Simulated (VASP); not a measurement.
TaN:

```
CELL_PARAMETERS angstrom
2.92177 0.00000 0.00000
-1.46088 2.53033 0.00000
0.00000 0.00000 5.91652
ATOMIC_POSITIONS crystal
Ta 0.00000 0.00000 0.50000
Ta 0.00000 0.00000 0.00000
N 0.33333 0.66667 0.25000
N 0.66667 0.33333 0.75000
```

The cell comes from a database or a generator and needn't be the stable form of this composition.

Base run:

| Item | Value |
| --- | --- |
| Program | VASP 6.6.1 |
| Functional | r2SCAN |
| Potentials or basis | VASP PAW PBE potentials, release 64 (Ta_pv, N) |
| Cutoff | 520 eV |
| k mesh | 7 × 7 × 4 |
| Occupations | fermi-dirac, width 0.05 eV |
| Spin | spin-orbit coupling, no magnetisation |

Its results: pressure -3.9 GPa.

Task: The run is repeated on the same cell with these changes: spin from spin-orbit coupling, no magnetisation to no spin polarisation. What comes out?

Result: Pressure -4.3 GPa.

Caveats: the PAW data sets were made with another functional, which shifts forces and pressure a little.
